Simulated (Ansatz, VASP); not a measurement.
# W in VASP and in Ansatz

```xyz
1
Lattice="0.0000 2.0300 2.0300 2.0300 0.0000 2.0300 2.0300 2.0300 0.0000" Properties=species:S:1:pos:R:3 pbc="T T T"
W     0.0000    0.0000    0.0000
```

This isn't the form of W at room conditions, which is bcc.

Alike in both runs: task relaxation of cell and atoms; functional PBEsol; dispersion D3(BJ); k mesh 11 × 11 × 11; occupations fermi-dirac, width 0.05 eV; no spin polarisation.

```csv
,VASP,Ansatz
version,VASP 6.6.1,Ansatz 0.2.0
potentials or method,"VASP PAW PBE potentials, release 64 (W_sv)",Ansatz PAW
plane-wave cutoff (eV),600,420
valence electrons in the cell,14,14
```

```csv
,VASP,Ansatz,Ansatz less VASP
"gap on the k mesh at the Fermi level, each at its own relaxed structure (eV)",none,none,-
relaxed volume (Å³/atom),15.66,15.62,-0.036
relaxed cell length with the largest relative difference (Å),2.808,2.806,-0.0022
energy change over the relaxation (meV/atom),-68,-72,-4.1
```

A gap of «none» marks a metal or a gap that the smearing closes.

Caveats: pairwise dispersion overbinds metals, which lowers pressure and volume; the PAW data sets were made with another functional, which shifts forces and pressure a little (VASP); the plane-wave basis is chosen anew once the cell has moved, so the energies of steps on either side of that aren't comparable (Ansatz); the PAW data sets come from PBE, with cores solved anew for the run's functional, which leaves a small shift of forces and pressure (Ansatz). Spin-orbit coupling is left out, which matters for the levels of W.
